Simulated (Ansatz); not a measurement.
# Co (P6_3/mmc) in Ansatz: further runs

The runs below take Co through single point, with PBE.

Program: Ansatz 0.2.0. These are calculated values, not measurements. Logs are shortened: lines on timing, memory, paths and dates and some standing lists are left out, and cuts for length are marked.

**1. The structure**

It takes space group P6_3/mmc (No. 194, hexagonal). Conventional cell: a = 2.471 Å, b = 2.471 Å, c = 8.088 Å, α = 90.00°, β = 90.00°, γ = 120.00°. Co (site symmetry -6m2) has 12 Co at 2.47 Å as nearest neighbours. Around Co (site symmetry -3m) lie 12 Co at 2.47 Å.

**2. Single point, PBE, collinear spin, ferromagnetic start**

Contents of input.yaml:

```yaml
crystal:
  lattice:
    - [2.4705617809, 0.0, 0.0]
    - [-1.2352808905, 2.1395692639, 0.0]
    - [0.0, 0.0, 8.0882338]
  atoms:
    - { symbol: Co, position: [0.6666666667, 0.3333333333, 0.75], spin: 2.0 }
    - { symbol: Co, position: [0.0, 0.0, 0.5], spin: 2.0 }
    - { symbol: Co, position: [0.3333333333, 0.6666666667, 0.25], spin: 2.0 }
    - { symbol: Co, position: [0.0, 0.0, 0.0], spin: 2.0 }
hamiltonian:
  xc: pbe
  pseudopotentials: { kind: paw }
magnetization:
  spin_polarized: true
kpoints:
  mp_grid: { grid: [12, 12, 4] }
scf:
  occupations: { method: gaussian, width: 0.013 }
output:
  forces: true
  stress: true
  eigenvalues: true
  write_density: true
  write_potential: true
  elf: true
  volumetric_format: npy
```

Potentials or basis: Ansatz PAW.

The run is started by

```console
$ ansatz run input.yaml --threads 2 --pin off --max-ram 5632MiB --backend cpu --events-out ev --progress --plain --runs-dir out
```

The program printed:

```text
Warning: RAYON_NUM_THREADS=2 ignored (pool sized by the plan → 2); use --threads N
Engine: ansatz 0.2.0, x86_64-unknown-linux-gnu
Pseudopotentials: kind: paw
Pseudopotential: Co, paw, valence charge 17, recommended cutoff 420 eV (normal), Co.paw.azcp
Functional definition: PBE
  parameter kappa = 0.804
  parameter beta = 0.06672455060314922
  exchange = pbe_x(kappa = kappa, mu = beta*pi^2/3)
  correlation = pbe_c(beta = beta)
Crystal: 4 atoms, lattice volume = 42.754 Å³
Basis set: ecut = 420 eV, 813 PW (Γ), exchange–correlation on 36×36×120 points (8 copies of the dense FFT grid, shifted against one another)
Bands: 46, of which v1, the nominal top of the filled ones, is band 34 counted from 1 (33 counted from 0)
Symmetry: 24 space group operations
Space group: P63/mmc (ITA 194), of the structure as read, at distance tolerance 3.5e-5 Å
Magnetic group: BNS 194.263 (UNI 1493), of the structure as read, at distance tolerance 3.5e-5 Å
k-points: 57 of 576
Non-local potential: Co, projectors of the file, l = 0: 3, l = 1: 2, l = 2: 3, l = 3: 1
PAW form: soft (Blöchl's): semilocal exchange-correlation on the pseudo side does not see the compensation charge
PAW one-centre angular grid: Co, 590 points (default); XC on 64 Gauss nodes
Initial density: superposition of atomic densities (chi_scale 0.1, normalization cell)
Starting moments: Σ|m| = 8 μB on 4 of 4 sites
Initial wavefunctions: pseudopotential atomic-orbital guess
Functional: x = pbe(κ = 0.804, μ = 0.2195149727645171), c = pbe(β = 0.06672455060314922)
SCF iter   1: F=—  HF=-20503.304093 eV  |F-HF|=—  |Δ(HF+E_count)|=         —  Δρ=8.51e-2 (↑5.62e-2 ↓8.51e-2)  dr2=4.80e0  dr2_m=1.43e-1  M=7.046 μB ∫|m|=7.314 μB  β_m=0.30  ethr=3.10e-3  ⟨swp⟩=5.3  Hψ=17561  notcnv=0
Mixer restart at iter 1: flushing history
preconditioner: auto → Kerker (q_TF=auto, 2.948 Å⁻¹)  [metal: Δε(μ)=0.008 eV  Ē_g=9.235 eV  σ=0.013 eV  W_gap=0.35  n_scr=12 (ndim 8)  ℏωp=34.1 eV  f_vac=0.000  D(μ)=3.36/eV (n_scr^D=50)]
spin=Collinear: Kerker preconditioning applied to the charge; magnetization (m = ρ↑ − ρ↓) channel mixes plain (no charge-response kernel on spin).
SCF iter   2: F=—  HF=-20501.835831 eV  |F-HF|=—  |Δ(HF+E_count)|=    1.47e0  Δρ=3.23e-2 (↑1.18e-2 ↓3.23e-2)  dr2=3.38e-1  dr2_m=1.31e-1  M=7.055 μB ∫|m|=7.407 μB  β_m=0.35  ethr=3.10e-3  ⟨swp⟩=2.3  Hψ=8522  notcnv=0  defer=513
SCF iter   3: F=—  HF=-20502.989941 eV  |F-HF|=—  |Δ(HF+E_count)|=    1.15e0  Δρ=1.68e-2 (↑1.68e-2 ↓9.42e-3)  dr2=2.99e-2  dr2_m=4.76e-2  M=6.962 μB ∫|m|=7.399 μB  β_m=0.56  ethr=4.97e-4  ⟨swp⟩=2.0  Hψ=6270  notcnv=0  defer=515
SCF iter   4: F=—  HF=-20504.206775 eV  |F-HF|=—  |Δ(HF+E_count)|=    1.22e0  Δρ=1.51e-2 (↑1.13e-2 ↓1.51e-2)  dr2=1.39e-1  dr2_m=9.38e-3  M=6.712 μB ∫|m|=7.246 μB  β_m=0.56  ethr=4.40e-5  ⟨swp⟩=2.9  Hψ=10648  notcnv=0  defer=515
SCF iter   5: F=—  HF=-20504.458316 eV  |F-HF|=—  |Δ(HF+E_count)|=   2.52e-1  Δρ=9.30e-3 (↑9.30e-3 ↓4.75e-3)  dr2=4.79e-2  dr2_m=3.17e-3  M=6.701 μB ∫|m|=7.258 μB  β_m=0.56  ethr=4.40e-5  ⟨swp⟩=2.5  Hψ=10320  notcnv=0  defer=515
SCF iter   6: F=—  HF=-20504.556307 eV  |F-HF|=—  |Δ(HF+E_count)|=   9.80e-2  Δρ=4.60e-3 (↑4.60e-3 ↓1.64e-3)  dr2=5.90e-3  dr2_m=3.01e-3  M=6.664 μB ∫|m|=7.246 μB  β_m=0.78  ethr=4.40e-5  ⟨swp⟩=2.4  Hψ=8674  notcnv=0  defer=514
SCF iter   7: F=—  HF=-20504.566784 eV  |F-HF|=—  |Δ(HF+E_count)|=   1.05e-2  Δρ=2.76e-3 (↑2.76e-3 ↓1.23e-3)  dr2=5.37e-4  dr2_m=1.46e-3  M=6.619 μB ∫|m|=7.229 μB  β_m=0.72  ethr=8.68e-6  ⟨swp⟩=2.0  Hψ=10141  notcnv=0  defer=522
SCF iter   8: F=—  HF=-20504.566701 eV  |F-HF|=—  |Δ(HF+E_count)|=   8.37e-5  Δρ=1.69e-3 (↑1.69e-3 ↓1.24e-3)  dr2=3.20e-4  dr2_m=7.16e-4  M=6.618 μB ∫|m|=7.228 μB  β_m=0.66  ethr=7.90e-7  ⟨swp⟩=2.1  Hψ=7932  notcnv=0  defer=523
SCF iter   9: F=—  HF=-20504.566671 eV  |F-HF|=—  |Δ(HF+E_count)|=   2.98e-5  Δρ=1.05e-3 (↑1.05e-3 ↓9.05e-4)  dr2=3.16e-5  dr2_m=3.65e-4  M=6.618 μB ∫|m|=7.228 μB  β_m=0.83  ethr=4.71e-7  ⟨swp⟩=2.2  Hψ=7432  notcnv=0  defer=522
SCF iter  10: F=—  HF=-20504.566649 eV  |F-HF|=—  |Δ(HF+E_count)|=   2.15e-5  Δρ=1.35e-4 (↑1.35e-4 ↓4.60e-5)  dr2=3.58e-6  dr2_m=2.76e-6  M=6.616 μB ∫|m|=7.226 μB  β_m=0.77  ethr=4.65e-8  ⟨swp⟩=2.0  Hψ=7198  notcnv=0  defer=522
SCF iter  11: F=—  HF=-20504.566650 eV  |F-HF|=—  |Δ(HF+E_count)|=   3.14e-7  Δρ=1.33e-4 (↑2.43e-5 ↓1.33e-4)  dr2=4.05e-6  dr2_m=2.00e-6  M=6.616 μB ∫|m|=7.226 μB  β_m=0.88  ethr=5.27e-9  ⟨swp⟩=2.0  Hψ=8985  notcnv=0  defer=523
SCF iter  12: F=—  HF=-20504.566650 eV  |F-HF|=—  |Δ(HF+E_count)|=   1.61e-7  Δρ=7.82e-5 (↑7.82e-5 ↓4.58e-5)  dr2=3.49e-6  dr2_m=4.60e-7  M=6.616 μB ∫|m|=7.226 μB  β_m=0.94  ethr=5.27e-9  ⟨swp⟩=2.0  Hψ=8911  notcnv=0  defer=522
SCF iter  13: F=—  HF=-20504.566651 eV  |F-HF|=—  |Δ(HF+E_count)|=   1.02e-6  Δρ=1.53e-5 (↑5.11e-6 ↓1.53e-5)  dr2=6.95e-8  dr2_m=2.72e-8  M=6.616 μB ∫|m|=7.226 μB  β_m=0.97  ethr=5.13e-9  ⟨swp⟩=2.0  Hψ=7110  notcnv=0  defer=522
SCF iter  14: F=-20504.566651 eV  HF=-20504.566651 eV  |F-HF|=3.91e-8  |Δ(HF+E_count)|=   4.15e-8  Δρ=8.01e-6 (↑4.12e-6 ↓8.01e-6)  dr2=4.30e-8  dr2_m=3.02e-9  M=6.616 μB ∫|m|=7.226 μB  ethr=1.02e-10  ⟨swp⟩=9.9  Hψ=32659  notcnv=0
SCF 1 converged in 14 iterations: F = -20504.566651 eV  dr2 = 4.30e-8
SCF converged after 14 iterations
Magnetization: 6.6163 μB (37.3082 up, 30.6918 down)
Absolute magnetization: 7.2277 μB (∫|ρ↑−ρ↓|, with the PAW one-centre terms)
Spin contamination: 0.1073 ħ² per cell (⟨S²⟩ above its minimum at these occupations)
Per-site moments (μB) at R_I (Å): [(1.7374140785064836, 1.0191067346264122), (1.7109134506481996, 1.0191067346264122), (1.7374140785064838, 1.0191067346264122), (1.7109134506482009, 1.0191067346264122)]
Free energy (F): -20504.566651 eV
Harris-Foulkes:  -20504.566651 eV  (|F-HF|=3.91e-8)
Internal energy: -20504.566370 eV  (E = F + TS)
E sigma→0 (E₀):  -20504.566510 eV
Entropy (-TS):   -0.000280 eV (-0.070 meV/atom)
Fermi energy:    19.092895 eV
--- Per-component energies (eV) ---
  E_band       = -954.753919
  E_kinetic    = 1816.232849
  E_local      = -11242.018591  (includes V_loc(G=0)·N_el)
  E_nonlocal   = 1816.060979
  E_hartree    = 4715.346461
  E_xc         = -636.802145
  E_vxc        = -821.809323  (∫ρ·V_xc dr)
  E_paw        = -6060.525057  (= ΣΔE_a)
  E_vpaw       = -1953.895490  (= ΣTr[D̂ρ^β])
  E_aug_tail   = 0.000336  (compensation charges beyond the density's cutoff)
  E_ewald      = -10912.861201
  E_smearing   = -0.000280  (= −TS)
  E_closure    = -0.000000  (closes the sum)
  Σ components = -20504.566651   (vs F -20504.566651, Δ=0.00e0)
--- Forces (eV/Å), atoms counted from 1 ---
  atom   1  Co     0.00000000     0.00000000     0.00000000
  atom   2  Co    -0.00000000    -0.00000000     0.00000000
  atom   3  Co    -0.00000000     0.00000000     0.00000000
  atom   4  Co     0.00000000     0.00000000     0.00000000
  max |Σ_I F_I| component: 8.10e-18 eV/Å
--- Stress (GPa, compression-positive) ---
        6.232091       0.000000       0.000000
        0.000000       6.232091       0.000000
        0.000000       0.000000       1.502711
  P = ⅓ Tr σ = 4.6556 GPa (46.556 kbar)
--- Band table (eV; the first three rows and the last of 114) ---
  k-point 0 ↑: bands = ["-77.0874", "-77.0740", "-77.0252", "-77.0116", "-40.4975", "-40.3681", "-40.2818", "-40.1772", "-40.1772", "-40.1636", "-40.1636", "-40.1499", "-40.1367", "-40.1367", "-40.1230", "-40.1230", "9.9106", "12.1347", "12.1559", "13.7550", "15.9775", "16.0141", "16.2582", "16.2582", "16.3085", "16.3085", "16.3124", "16.5478", "16.5478", "16.6331", "16.6331", "17.2418", "17.2418", "17.5692", "17.5692", "17.8952", "17.8952", "18.2919", "18.2919", "18.6969", "25.2778", "33.7583", "33.7625", "40.8497", "41.4300", "42.3578"]
  k-point 1 ↑: bands = ["-77.0858", "-77.0764", "-77.0228", "-77.0133", "-40.4853", "-40.4023", "-40.2472", "-40.1757", "-40.1757", "-40.1664", "-40.1664", "-40.1625", "-40.1339", "-40.1339", "-40.1246", "-40.1246", "10.0676", "11.2514", "12.9986", "13.7159", "16.0320", "16.2521", "16.2700", "16.2857", "16.2857", "16.3361", "16.3361", "16.5065", "16.5065", "16.5835", "16.5835", "17.2984", "17.2984", "17.5218", "17.5218", "17.9699", "17.9699", "18.1100", "18.2440", "18.2440", "26.1753", "30.8726", "36.7829", "40.9404", "41.3062", "42.0776"]
  k-point 2 ↑: bands = ["-77.0814", "-77.0814", "-77.0176", "-77.0176", "-40.4509", "-40.4509", "-40.1977", "-40.1977", "-40.1715", "-40.1715", "-40.1715", "-40.1715", "-40.1287", "-40.1287", "-40.1287", "-40.1287", "10.5275", "10.5275", "13.5251", "13.5251", "16.1594", "16.1594", "16.3468", "16.3468", "16.3468", "16.3468", "16.4924", "16.4924", "16.4924", "16.4924", "17.0249", "17.0249", "17.4154", "17.4154", "17.4154", "17.4154", "18.1182", "18.1182", "18.1182", "18.1182", "28.2571", "28.2571", "39.7538", "39.7538", "41.1858", "41.1858"]
  k-point 56 ↓: bands = ["-74.9040", "-74.9040", "-74.8898", "-74.8898", "-38.3527", "-38.3527", "-38.3313", "-38.3313", "-38.2856", "-38.2856", "-38.2773", "-38.2773", "-38.1771", "-38.1771", "-38.1610", "-38.1610", "16.1630", "16.1630", "16.2664", "16.2664", "16.2723", "16.2723", "16.3650", "16.3650", "17.3690", "17.3690", "17.4603", "17.4603", "18.8206", "18.8206", "19.3694", "19.3694", "20.0834", "20.0834", "20.1810", "20.1810", "24.8116", "24.8116", "25.3441", "25.3441", "25.9709", "25.9709", "28.7787", "28.7787", "30.5545", "30.5545"]
```

It took 4.3 s on 2 threads of AMD EPYC 9R45 (Zen 5), shared host; peak memory 0.56 GiB.

What came out:

| Quantity | Value |
| --- | --- |
| Free energy | -20504.5667 eV |
| Pressure | 4.7 GPa |
| Band gap on the k mesh | none (metal or under the smearing width) |
| Net moment | 6.62 μB per cell |
| Absolute moment | 7.23 μB per cell |
| Site moments | Co +1.74, +1.71 μB |

Levels at points of the mesh, in eV from the Fermi level:
Spin up:
| k point | band 35 | band 36 | band 37 | band 38 | band 39 | band 40 | band 41 | band 42 |
| --- | --- | --- | --- | --- | --- | --- | --- | --- |
| (0.00, 0.00, 0.00) | -1.52 | -1.20 | -1.20 | -0.80 | -0.80 | -0.40 | 6.18 | 14.67 |
| (0.00, 0.00, -0.50) | -1.68 | -1.68 | -0.97 | -0.97 | -0.97 | -0.97 | 9.16 | 9.16 |
| (0.00, -0.50, 0.00) | -0.54 | -0.53 | 0.18 | 1.29 | 2.44 | 3.06 | 6.98 | 7.01 |
| (0.00, -0.50, -0.50) | -0.56 | -0.56 | 1.20 | 1.20 | 2.75 | 2.75 | 7.32 | 7.32 |
Spin down:
| k point | band 26 | band 27 | band 28 | band 29 | band 30 | band 31 | band 32 | band 33 | band 34 | band 35 |
| --- | --- | --- | --- | --- | --- | --- | --- | --- | --- | --- |
| (0.00, 0.00, 0.00) | -1.13 | -1.13 | -0.84 | -0.84 | -0.80 | -0.80 | -0.44 | 0.09 | 0.09 | 0.44 |
| (0.00, 0.00, -0.50) | -1.04 | -1.04 | -1.04 | -0.94 | -0.94 | -0.94 | -0.94 | 0.27 | 0.27 | 0.27 |
| (0.00, -0.50, 0.00) | -1.14 | -0.82 | -0.08 | -0.04 | 0.44 | 1.25 | 1.27 | 1.28 | 1.30 | 1.35 |
| (0.00, -0.50, -0.50) | -0.89 | -0.84 | -0.84 | -0.25 | -0.25 | 0.86 | 0.86 | 1.27 | 1.27 | 1.37 |

**3. Single point, PBE, collinear spin, ferromagnetic start**

input.yaml: that of step 2 with these lines changed.

```diff
@@ -18,3 +18,3 @@
 scf:
-  occupations: { method: gaussian, width: 0.013 }
+  occupations: { method: gaussian, width: 0.014 }
 output:
```

Potentials or basis: Ansatz PAW.

The run is started by

```console
$ ansatz run input.yaml --threads 2 --pin off --max-ram 5632MiB --backend cpu --events-out ev --progress --plain --runs-dir out
```

Wall time 4.4 s (2 threads of AMD EPYC 9R45 (Zen 5), shared host); peak memory 0.56 GiB.

Results (log left out):

```
Free energy            : -20504.5667 eV
Pressure               : 4.7 GPa
Band gap on the k mesh : none (metal or under the smearing width)
Net moment             : 6.62 μB per cell
Absolute moment        : 7.23 μB per cell
Site moments           : Co +1.74, +1.71 μB
```

Stress tensor (GPa, compression positive):
```
6.23 0.00 0.00
0.00 6.23 0.00
0.00 0.00 1.51
```

Levels at points of the mesh, in eV from the Fermi level:
Spin up:
| k point | band 35 | band 36 | band 37 | band 38 | band 39 | band 40 | band 41 | band 42 |
| --- | --- | --- | --- | --- | --- | --- | --- | --- |
| (0.00, 0.00, 0.00) | -1.52 | -1.20 | -1.20 | -0.80 | -0.80 | -0.40 | 6.18 | 14.67 |
| (0.00, 0.00, -0.50) | -1.68 | -1.68 | -0.97 | -0.97 | -0.97 | -0.97 | 9.16 | 9.16 |
| (0.00, -0.50, 0.00) | -0.54 | -0.53 | 0.18 | 1.29 | 2.44 | 3.06 | 6.98 | 7.01 |
| (0.00, -0.50, -0.50) | -0.56 | -0.56 | 1.20 | 1.20 | 2.75 | 2.75 | 7.32 | 7.32 |
Spin down:
```csv
k point,band 27,band 28,band 29,band 30,band 31,band 32,band 33,band 34
"(0.00, 0.00, 0.00)",-1.13,-0.84,-0.84,-0.80,-0.80,-0.44,0.09,0.09
"(0.00, 0.00, -0.50)",-1.04,-1.04,-0.94,-0.94,-0.94,-0.94,0.27,0.27
"(0.00, -0.50, 0.00)",-0.82,-0.08,-0.04,0.44,1.25,1.27,1.28,1.30
"(0.00, -0.50, -0.50)",-0.84,-0.84,-0.25,-0.25,0.86,0.86,1.27,1.27
```
